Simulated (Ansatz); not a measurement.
A plane-wave DFT run in Ansatz 0.2.0 (scalar-relativistic PAW potentials unless the input names others): input and command.

```yaml
crystal:
  lattice:
    - [4.34403783, 0.0, 0.0]
    - [0.0, 4.34403783, 0.0]
    - [0.0, 0.0, 10.6956175369]
  atoms:
    - { symbol: Sn, position: [0.5, 0.0, 0.37222911] }
    - { symbol: Sn, position: [0.0, 0.5, 0.62777089] }
    - { symbol: Se, position: [0.5, 0.0, 0.61603949] }
    - { symbol: Se, position: [0.0, 0.5, 0.38396051] }
basis:
  ecutwfc: 420
kpoints:
  mp_grid: { grid: [8, 8, 4] }
hamiltonian:
  xc: pbe
  dispersion: d3bj
scf:
  occupations: { method: gaussian, width: 0.05 }
  n_extra_bands: 2
output:
  forces: true
  eigenvalues: true
  stress: true
```

```bash
ansatz run input.yaml --threads 1 --pin off --max-ram 1228MiB --backend cpu --events-out ev --progress --plain --runs-dir out
```

Abridged log:
```
Basis set: ecut = 420 eV, 3947 PW (Γ), exchange–correlation on 60×60×144 points (8 copies of the dense FFT grid, shifted against one another)
Bands: 32, of which v1, the nominal top of the filled ones, is band 30 counted from 1 (29 counted from 0)
Symmetry: 16 space group operations
k-points: 45 of 256
SCF iter   1: F=—  HF=-22989.044310 eV  |F-HF|=—  |Δ(HF+E_count)|=         —  Δρ=8.93e-4  dr2=5.38e-3  ethr=1.77e-3  ⟨swp⟩=6.5  Hψ=5632  notcnv=0
SCF iter   2: F=—  HF=-22989.043342 eV  |F-HF|=—  |Δ(HF+E_count)|=   9.68e-4  Δρ=5.73e-4  dr2=1.43e-3  ethr=8.97e-6  ⟨swp⟩=2.1  Hψ=2823  notcnv=0
SCF iter   3: F=—  HF=-22989.043550 eV  |F-HF|=—  |Δ(HF+E_count)|=   2.08e-4  Δρ=2.65e-4  dr2=1.70e-4  ethr=2.38e-6  ⟨swp⟩=2.0  Hψ=2792  notcnv=0
SCF iter   4: F=—  HF=-22989.043481 eV  |F-HF|=—  |Δ(HF+E_count)|=   6.95e-5  Δρ=1.25e-4  dr2=2.28e-5  ethr=2.83e-7  ⟨swp⟩=2.0  Hψ=2790  notcnv=0
SCF iter   5: F=—  HF=-22989.043449 eV  |F-HF|=—  |Δ(HF+E_count)|=   3.20e-5  Δρ=4.25e-5  dr2=6.46e-6  ethr=3.80e-8  ⟨swp⟩=2.0  Hψ=2342  notcnv=0
SCF iter   6: F=—  HF=-22989.043447 eV  |F-HF|=—  |Δ(HF+E_count)|=   1.63e-6  Δρ=1.13e-5  dr2=2.36e-7  ethr=1.08e-8  ⟨swp⟩=3.0  Hψ=2790  notcnv=0
SCF iter   7: F=-22989.043447 eV  HF=-22989.043447 eV  |F-HF|=5.63e-9  |Δ(HF+E_count)|=   4.05e-8  Δρ=3.17e-6  dr2=1.56e-8  ethr=1.67e-10  ⟨swp⟩=6.6  Hψ=6633  notcnv=0
WARN: dispersion: an atom stands within reach of a switch of its C6 between two reference coordination numbers of its element: through that C6 alone, e_disp changes by 0.025 eV or more while the distances to its neighbours run over a stretch of 0.05 Å that contains this geometry (sites counted from 0 in the run's list of atoms or, in a supercell that it derives, in that cell's: here a list of 4) — site 0 (Sn): coordination number 3.664 (about 3.35 to 3.98 with every neighbour 0.05 Å farther or nearer), switch near 3.419 between the references 3.912 (weight 0.87) and 2.926 (weight 0.13), e_disp ...
SCF 1 converged in 7 iterations: F = -22989.043447 eV  dr2 = 1.56e-8
SCF converged after 7 iterations
Free energy (F): -22989.043447 eV
Harris-Foulkes:  -22989.043447 eV  (|F-HF|=5.63e-9)
Internal energy: -22989.043447 eV  (E = F + TS)
E sigma→0 (E₀):  -22989.043447 eV
Fermi energy:    3.087998 eV
  E_disp       = -0.959650  (pairwise vdW)
--- Forces (eV/Å), atoms counted from 1 ---
  atom   1  Sn     0.00000000     0.00000000    -0.54076515
  atom   2  Sn     0.00000000     0.00000000     0.54076515
  atom   3  Se     0.00000000     0.00000000     0.58214696
  atom   4  Se     0.00000000     0.00000000    -0.58214696
--- Stress (GPa, compression-positive) ---
       -0.314048       0.000000       0.000000
        0.000000      -0.314048       0.000000
        0.000000       0.000000       2.205873
  P = ⅓ Tr σ = 0.5259 GPa (5.259 kbar)
```

Apart from outputs, the input differs from a reference run on usual settings in scf.n_extra_bands: not typed → 2. The reference, at the same geometry (not necessarily relaxed), gave pressure 0.53 GPa, largest force 0.582 eV/Å, gap on the mesh 1.08 eV. This run converged in 7 SCF iterations (reference: 7) with an energy at zero smearing within 0.01 meV/atom of the reference's, pressure 0.53 GPa, largest force 0.582 eV/Å, gap on the mesh 1.08 eV.